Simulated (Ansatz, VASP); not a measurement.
In in VASP and in Ansatz

```xyz
2
Lattice="2.0479 1.1824 3.7976 -2.0479 1.1824 3.7976 0.0000 -2.3647 3.7976" Properties=species:S:1:pos:R:3 pbc="T T T"
In    0.0000    0.0000    2.5923
In    0.0000    0.0000    8.8005
```

Alike in both runs: task single point; functional PBE; k mesh 6 × 6 × 6; occupations gaussian, width 0.1 eV; no spin polarisation.

|  | VASP | Ansatz |
| --- | --- | --- |
| version | VASP 6.6.1 | Ansatz 0.2.0 |
| potentials or method | VASP PAW PBE potentials, release 64 (In_d) | scalar-relativistic, plane waves, PAW |
| plane-wave cutoff (eV) | 520 | 420 |
| valence electrons in the cell | 26 | 26 |

|  | VASP | Ansatz | Ansatz less VASP |
| --- | --- | --- | --- |
| gap on the k mesh at the Fermi level (eV) | none | none | - |
| pressure (GPa) | 6.9 | 6.9 | +0.01 |
| largest component of the traceless stress (GPa) | 1.93 | 1.93 | 0.000 |
| rms of the force components (eV/Å) | 1.132 | 1.130 | -0.0012 |

Atom by atom the forces differ by 0.001 eV/Å (rms over components). A gap of «none» marks a metal or a gap that the smearing closes.

Caveats: forces of over 1 eV/Å show positions far from the minimum, so gaps and moduli don't describe the material at rest.
